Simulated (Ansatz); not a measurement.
## Structures of TePt: which is lowest?

Plane-wave DFT in Ansatz with scalar-relativistic PAW potentials, cutoff 500 eV, Γ-centred meshes chosen by cell and gap, Gaussian smearing with energies taken to zero width. Every cell was relaxed (cell and atoms) in a run of its own, within the symmetry of its start. Functional: r2SCAN.

Relaxed structures (starts from databases or built by putting these elements on another compound's sites):
A. R-3m, 4 atoms in the computed cell, a = 3.980 Å, c = 20.647 Å; sites (symmetry × multiplicity) Te 3m × 6, Pt 3m × 6; start: database
B. P6_3/mmc, 4 atoms in the computed cell, a = 4.238 Å, c = 5.629 Å; sites (symmetry × multiplicity) Te -6m2 × 2, Pt -3m. × 2; start: database

Task: Rank them by energy. Could pressure change the order?

Result:
| structure | group | E − E(lowest) (meV/atom) | V (Å³/atom) | gap on mesh (eV) |
| --- | --- | --- | --- | --- |
| A | R-3m | 0.0 | 23.60 | 0.00 |
| B | P6_3/mmc | 194 | 21.89 | 0.00 |

A is lowest, 194 meV/atom under B. B is denser by 1.72 Å³/atom, so pressure favours it: ΔE/ΔV, with ΔE in eV and 1 eV/Å³ = 160.2 GPa, gives about 18 GPa for equal enthalpy if both cells were rigid; at such pressures compression changes ΔV much, so this is a scale only. Other structures may lie lower than all of these, and vibrations aren't counted.

Spin-orbit coupling is left out, which matters for the bands of heavy elements.